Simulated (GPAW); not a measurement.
# ZnSe (Stilleite) (F-43m) in GPAW: notebook

The runs below take ZnSe (Stilleite) through band structure, dielectric tensor, with SCAN, LDA.

All numbers are computed with GPAW 26.7.0; they aren't measurements. Logs are shortened: lines on timing, memory, paths and dates and some standing lists are left out, and cuts for length are marked. The log counts tension as positive stress, the text compression.

**Experimental background.**

“Alloy Disordering Effects on the Thermal Conductivity and Energy Gap Temperature Dependence of Cd1−xZnxSe Ternary Crystals Grown by the Bridgman Method”, 2023, pmc:10253836 reports, for a bulk crystal of ZnSe at 300 K: band gap 2.695 ± 0.003 eV (an exciton energy, a little under the gap).

A printed reference work, textbook reports, for a bulk crystal of ZnSe: high-frequency dielectric constant 5.9.

The runs below are set against these values where they give the same quantity.

## (1) The crystal as given

Symmetry: F-43m, No. 216, cubic system. The conventional cell has a = 5.668 Å, b = 5.668 Å, c = 5.668 Å, α = 90.00°, β = 90.00°, γ = 90.00°. Se (site symmetry -43m) has 4 Zn at 2.45 Å as nearest neighbours. Around Zn (site symmetry -43m) lie 4 Se at 2.45 Å.

## (2) Band structure, SCAN, spin-orbit coupling, no magnetisation

Contents of run.py:

```python
import numpy as np
from ase.dft.bandgap import bandgap
from ase.io import read, write
from ase.units import GPa
from gpaw import GPAW, PW
from gpaw.spinorbit import soc_eigenstates

atoms = read('ZnSe.xyz')

calc = GPAW(mode=PW(600),
            xc='MGGA_X_SCAN+MGGA_C_SCAN',
            kpts={'size': (7, 7, 7), 'gamma': True},
            occupations={'name': 'fermi-dirac', 'width': 0.05},
            nbands=18,
            convergence={'density': 1e-05, 'energy': 1e-05},
            maxiter=150,
            txt='gpaw.txt')
atoms.calc = calc
energy = atoms.get_potential_energy()
forces = atoms.get_forces()
stress = atoms.get_stress()
calc.write('gs.gpw')
write('result.traj', atoms)
print(f'Energy: {energy:.6f} eV')
print('Forces (eV/A):')
print(forces.round(4))
print('Stress (GPa):', (stress / GPa).round(3))
print('Fermi level:', round(calc.get_fermi_level(), 4), 'eV')
print(f'Gap: {bandgap(calc)[0]:.4f} eV, direct: {bandgap(calc, direct=True)[0]:.4f} eV')

path = atoms.cell.bandpath('GXWKGLUWLK,UX', npoints=80, eps=1e-4)
bs_calc = calc.fixed_density(kpts=path, symmetry='off', nbands=29,
                             convergence={'bands': 'CBM+6.0', 'eigenstates': 1e-6}, txt='bands.txt')
bs = bs_calc.band_structure()
bs.write('bs.json')
print(f'Gap on the path: {bandgap(bs_calc)[0]:.4f} eV')

soc = soc_eigenstates(bs_calc, theta=54.7, phi=45, ignore_xc_potential=True)
np.savetxt('soc_bands.dat', soc.eigenvalues(), fmt='%.4f')
mesh = soc_eigenstates('gs.gpw', theta=54.7, phi=45, ignore_xc_potential=True)
np.savetxt('soc_mesh.dat', mesh.eigenvalues(), fmt='%.4f')
print('Fermi level with spin-orbit coupling:', round(mesh.fermi_level, 4), 'eV')
```

Contents of ZnSe.xyz:

```xyz
2
Lattice="0.0000000000 2.8338000000 2.8338000000 2.8338000000 0.0000000000 2.8338000000 2.8338000000 2.8338000000 0.0000000000" Properties=species:S:1:pos:R:3 pbc="T T T"
Se     4.2507000000      4.2507000000      4.2507000000
Zn     0.0000000000      0.0000000000      0.0000000000
```

Potentials or basis: GPAW PAW data sets (gpaw-data 1.2.1), pw.

Command:

```
$ OMP_NUM_THREADS=1 python run.py
```

gpaw.txt:

```text
__  _  _
 | _ |_)|_||  |
 |__||  | ||/\| - 26.7.0

Input parameters:
  mode=PW(ecut=600.0),
  convergence={'density': 1e-05, 'energy': 1e-05},
  kpts=MonkhorstPack(size=(7, 7, 7), gamma=True),
  maxiter=150,
  nbands=18,
  occupations=Occupations(name='fermi-dirac', width=0.05),
  xc=XC(name='MGGA_X_SCAN+MGGA_C_SCAN')

Diagonalizing LCAO Hamiltonian
Converting LCAO to pw mode

                    Se

       Zn

Atoms  # Å, Bohr magnetons
|   | symbol |        x |        y |        z |    initial magnetic moments |
|---|--------|----------|----------|----------|-----------------------------|
| 0 |     Se | 4.250700 | 4.250700 | 4.250700 | ( 0.0000,  0.0000,  0.0000) |
| 1 |     Zn | 0.000000 | 0.000000 | 0.000000 | ( 0.0000,  0.0000,  0.0000) |

Unit cell  # Å
| periodic |        x |        y |        z |  lengths |    angles |
|----------|----------|----------|----------|----------|-----------|
|      yes | 0.000000 | 2.833800 | 2.833800 | 4.007598 | 60.000000 |
|      yes | 2.833800 | 0.000000 | 2.833800 | 4.007598 | 60.000000 |
|      yes | 2.833800 | 2.833800 | 0.000000 | 4.007598 | 60.000000 |

Number of symmetries: 24
Symmetry operations  # r_c * U_cc + t_c -> r_c
|    | kind |            matrix            |
|----|------|------------------------------|
|  0 |  E   |  1, 0, 0,  0, 1, 0,  0, 0, 1 |
|  1 |  σ   |  1, 0, 0,  0, 0, 1,  0, 1, 0 |
|  2 |  σ   |  1, 0,-1,  0, 1,-1,  0, 0,-1 |
|  3 |  C3  |  1, 0,-1,  0, 0,-1,  0, 1,-1 |
|  4 |  C3  |  1,-1, 0,  0,-1, 1,  0,-1, 0 |
|  5 |  σ   |  1,-1, 0,  0,-1, 0,  0,-1, 1 |
|  6 |  σ   |  0, 1, 0,  1, 0, 0,  0, 0, 1 |
|  7 |  C3  |  0, 1, 0,  0, 0, 1,  1, 0, 0 |
|  8 |  C2  |  0, 1,-1,  1, 0,-1,  0, 0,-1 |
|  9 |  S4  |  0, 1,-1,  0, 0,-1,  1, 0,-1 |
| 10 |  C3  |  0, 0, 1,  1, 0, 0,  0, 1, 0 |
| 11 |  σ   |  0, 0, 1,  0, 1, 0,  1, 0, 0 |
| 12 |  S4  |  0, 0,-1,  1, 0,-1,  0, 1,-1 |
| 13 |  C3  |  0, 0,-1,  0, 1,-1,  1, 0,-1 |
| 14 |  S4  |  0,-1, 1,  1,-1, 0,  0,-1, 0 |
| 15 |  C2  |  0,-1, 1,  0,-1, 0,  1,-1, 0 |
| 16 |  C3  |  0,-1, 0,  1,-1, 0,  0,-1, 1 |
| 17 |  S4  |  0,-1, 0,  0,-1, 1,  1,-1, 0 |
| 18 |  S4  | -1, 1, 0, -1, 0, 1, -1, 0, 0 |
| 19 |  C3  | -1, 1, 0, -1, 0, 0, -1, 0, 1 |
| 20 |  C3  | -1, 0, 1, -1, 1, 0, -1, 0, 0 |
| 21 |  S4  | -1, 0, 1, -1, 0, 0, -1, 1, 0 |
| 22 |  σ   | -1, 0, 0, -1, 1, 0, -1, 0, 1 |
| 23 |  C2  | -1, 0, 0, -1, 0, 1, -1, 1, 0 |

BZ-sampling:
  Number of BZ points: 343
  Number of IBZ points: 20

  Monkhorst-Pack size: [7, 7, 7]
  Monkhorst-Pack shift: [0, 0, 0]

K-points  # in reciprocal-cell coordinates
|     |                                coordinates |     weight |
|-----|--------------------------------------------|------------|
|   0 | (  0.00000000,   0.00000000,   0.00000000) | 0.00291545 |
|   1 | (  0.14285714,   0.14285714,   0.00000000) | 0.01749271 |
|   2 | (  0.14285714,   0.14285714,   0.14285714) | 0.02332362 |
|   3 | (  0.28571429,   0.14285714,   0.14285714) | 0.03498542 |
|   4 | (  0.28571429,   0.28571429,   0.00000000) | 0.01749271 |
|   5 | (  0.28571429,   0.28571429,   0.14285714) | 0.06997085 |
|   6 | (  0.28571429,   0.28571429,   0.28571429) | 0.02332362 |
|   7 | (  0.42857143,  -0.28571429,  -0.28571429) | 0.03498542 |
|   8 | (  0.42857143,   0.28571429,  -0.42857143) | 0.13994169 |
|   9 | (  0.42857143,   0.28571429,  -0.28571429) | 0.06997085 |
| ... |                                            |            |
|  19 | (  0.42857143,   0.42857143,   0.42857143) | 0.02332362 |

Plane wave coefficients: 1532
Cutoff: 600.0 eV

Spin-components: 1 (collinear spins)
Bands:           18
Projectors:      11
Spin-degeneracy: 2
Datatype:        complex128

Parallelization:
  kpt:    1
  domain: 1
  band:   1

Density:
  Valence electrons: 18.0
  Components: 1
  Grid points: [24 24 24]
  Charge: 0.0  # |e|

Potential:
  Grid points: [24 24 24]

species:
  Se:
    name:    Selenium
    Z:       34.0
    valence: 6
    core:    28
    charge:  0.0  # [|e|]
    compensation charges:
      type: gauss
      rc: 0.27  # [Å]
      lmax: 2
    cutoffs:
      filter: 1.77  # [Å]
      core: 2.67  # [Å]
    projectors
    | kind |    occ | energy [eV] | rcut [Å] |
    |------|--------|-------------|----------|
    |   4s |  2.000 |     -17.277 |    0.847 |
    |   4p |  4.000 |      -6.512 |    1.005 |
    |    s |        |       9.935 |    0.847 |
    |    p |        |      20.699 |    1.005 |
    |    d |        |       0.000 |    0.847 |

    Using partial waves for Se as LCAO basis

  Zn:
    name:    Zinc
    Z:       30.0
    valence: 12
    core:    18
    charge:  0.0  # [|e|]
    compensation charges:
      type: gauss
      rc: 0.37  # [Å]
      lmax: 2
    cutoffs:
      filter: 2.14  # [Å]
      core: 2.28  # [Å]
    projectors
    | kind |    occ | energy [eV] | rcut [Å] |
    |------|--------|-------------|----------|
    |   4s |  2.000 |      -5.977 |    1.286 |
    |   4p |  0.000 |      -1.117 |    1.270 |
    |   3d | 10.000 |     -10.142 |    1.180 |
    |    s |        |      21.234 |    1.286 |
    |    p |        |      26.095 |    1.270 |
    |    d |        |      17.070 |    1.180 |

    Using partial waves for Zn as LCAO basis

Reference energy: -114964.858784  # eV

eigensolver:
  PPCG
  Converge bands: occupied
  niter=2

density mixing:
  MSR1-Mixer
  Pratt-step length: 0.05
  Maximum mixing coefficient: 0.75
  Old densities: 10
  SVD Regularization: 0.005
  Good broyden scale: 1.0
  Trust region scale: 1.0
  Backstep threshold: 4.0
  History deletion threshold: 6.0
  Fourier metric: weight=20.0, sigma=0.015

occupation numbers:
  Fermi-Dirac:
    width: 0.0500  # eV

poisson solver:
  ecut: 4800.0  # eV

xc functional:
  name: MGGA_X_SCAN+MGGA_C_SCAN with 2 nearest neighbor stencil

convergence criteria:
- Maximum integral of absolute [dens]ity change: 1e-05 electrons / valence electron
- Maximum [total energy] change in last 3 cyles: 1e-05 eV / valence electron
- Maximum integral of absolute [eigenst]ate change: 4e-08 eV^2 / valence electron
maximum number of iterations: 150

SCF iterations
|iter     | |      energy | eigst |  dens |
|---------|-|-------------|-------|-------|
|iter:   1| |  -34.136969 | -0.28 |       |
|iter:   2| |  -32.537126 | -0.88 | -1.29 |
|iter:   3| |  -33.158052 | -1.06 | -1.28 |
|iter:   4| |  -32.564922 | -0.83 | -1.11 |
|iter:   5| |  -32.547938 | -2.04 | -1.80 |
|iter:   6| |  -32.553509 | -2.78 | -2.09 |
|iter:   7| |  -32.553042 | -3.77 | -2.58 |
|iter:   8| |  -32.553078 | -5.02 | -3.35 |
|iter:   9| |  -32.553078c| -5.57 | -3.64 |
|iter:  10| |  -32.553078c| -7.30 | -4.77 |
|iter:  11| |  -32.553078c| -8.45c| -4.91 |
|iter:  12| |  -32.553078c| -8.00c| -5.85c|

Converged in 12 steps
Energy contributions relative to reference atoms: (reference = -114964.858784)

Energy contributions:
  Kinetic:          24.845014
  Coulomb:         -21.545264
  Zero:             -0.140970
  External:          0.000000
  Xc:              -35.711859
  Entropy:          -0.000000
  Spinorbit:         0.000000
  ----------------------------
  Free energy:     -32.553078
  Extrapolated:    -32.553078

dipole moment: (-7.032392, -7.032392, -7.032392)  # |e|*Ang

Fermi level: 4.453
Eigenvalues  # (at kpt = [0.000, 0.000, 0.000])
| band index |      eig [eV] | occ [0-2] |
|------------|---------------|-----------|
|          0 |       -10.201 |     2.000 |
|          1 |        -3.106 |     2.000 |
|          2 |        -3.106 |     2.000 |
|          3 |        -3.106 |     2.000 |
|          4 |        -2.694 |     2.000 |
|          5 |        -2.694 |     2.000 |
|          6 |         3.544 |     2.000 |
|          7 |         3.544 |     2.000 |
|          8 |         3.544 |     2.000 |
|          9 |         5.316 |     0.000 |
|         10 |         9.825 |     0.000 |
|         11 |         9.825 |     0.000 |
|         12 |         9.825 |     0.000 |
|         13 |        14.040 |     0.000 |
|         14 |        15.614 |     0.000 |
|         15 |        15.614 |     0.000 |
|         16 |        17.305 |     0.000 |
|         17 |        17.305 |     0.000 |

Gap: 1.772 eV
Transition (v -> c):
  (s=0, k=0, n=8, [0.00, 0.00, 0.00]) -> (s=0, k=0, n=9, [0.00, 0.00, 0.00])
No difference between direct/indirect transitions

Forces  # eV/Ang
|        x |        y |        z |
|----------|----------|----------|
| -0.00000 | -0.00000 | -0.00000 |  # Se   0
|  0.00000 | -0.00000 | -0.00000 |  # Zn   1

Stress tensor  # eV/Ang^3
|         x |         y |         z |
|-----------|-----------|-----------|
|  0.005203 | -0.000000 | -0.000000 |
| -0.000000 |  0.005203 | -0.000000 |
| -0.000000 | -0.000000 |  0.005203 |

# Writing to gs.gpw (mode='')
```

stdout:

```text
Energy: -32.553078 eV
Forces (eV/A):
[[-0. -0. -0.]
 [ 0. -0. -0.]]
Stress (GPa): [ 0.834  0.834  0.834 -0.    -0.    -0.   ]
Fermi level: 4.4526 eV
Gap: 1.7715 eV, direct: 1.7715 eV
Gap on the path: 1.7715 eV
Fermi level with spin-orbit coupling: 4.5134 eV
```

bands.txt:

```text
Diagonalizing LCAO Hamiltonian
Converting LCAO to pw mode
convergence criteria:
- Maximum integral of absolute [eigenst]ate change: 1e-06 eV^2 / valence electron
maximum number of iterations: 150

SCF iterations
|iter     | |      energy | eigst |  dens |
|---------|-|-------------|-------|-------|
[... 87 lines left out ...]
         [0.40277778, 0.40277778, 0.69444444],
         [0.38888889, 0.38888889, 0.72222222],
         [0.375     , 0.375     , 0.75      ],
         [0.625     , 0.25      , 0.625     ],
         [0.59375   , 0.1875    , 0.59375   ],
         [0.5625    , 0.125     , 0.5625    ],
         [0.53125   , 0.0625    , 0.53125   ],
         [0.5       , 0.        , 0.5       ]])),
  maxiter=150,
  nbands=29,
  occupations=Occupations(name='fermi-dirac', width=0.05),
  symmetry=Symmetry(point_group=False, time_reversal=False),
  xc=XC(name='MGGA_X_SCAN+MGGA_C_SCAN')
```

Run time: 73 s. Hardware: 1 thread of Intel Xeon 6975P-C (Granite Rapids), shared host; peak memory 0.39 GiB.

What came out:

```yaml
Free_energy: -32.5531 eV
Pressure: -0.8 GPa
Band_gap_on_the_k_mesh: 1.64 eV, direct
Band_gap_along_the_path: 1.64 eV, direct
```

Levels at the corners of the path, in eV from the valence-band top:
| point | band 16 | band 17 | band 18 | band 19 | band 20 | band 21 |
| --- | --- | --- | --- | --- | --- | --- |
| Γ | 0.00 | 0.00 | 0.00 | 1.64 | 1.64 | 6.05 |
| X | -2.46 | -2.28 | -2.28 | 3.17 | 3.17 | 3.71 |
| W | -2.88 | -2.83 | -2.81 | 5.63 | 5.68 | 5.86 |
| K | -3.22 | -1.96 | -1.96 | 3.82 | 3.82 | 5.83 |
| Γ | 0.00 | 0.00 | 0.00 | 1.64 | 1.64 | 6.05 |
| L | -1.13 | -0.90 | -0.90 | 2.85 | 2.85 | 6.69 |
| U | -3.22 | -1.96 | -1.96 | 3.82 | 3.82 | 5.83 |
| W | -2.88 | -2.83 | -2.81 | 5.63 | 5.68 | 5.86 |
| L | -1.13 | -0.90 | -0.90 | 2.85 | 2.85 | 6.69 |
| K | -3.22 | -1.96 | -1.96 | 3.82 | 3.82 | 5.83 |
| U | -3.22 | -1.96 | -1.96 | 3.82 | 3.82 | 5.83 |
| X | -2.46 | -2.28 | -2.28 | 3.17 | 3.17 | 3.71 |

Caveat: spin-orbit coupling was added after a scalar SCF, so levels and gaps hold it while energy, forces, pressure and moments don't; this program's spin-orbit splittings come out too wide for heavy elements; the PAW data sets were made with another functional, which shifts forces and pressure a little.

(Continued in part 2 of 2.)
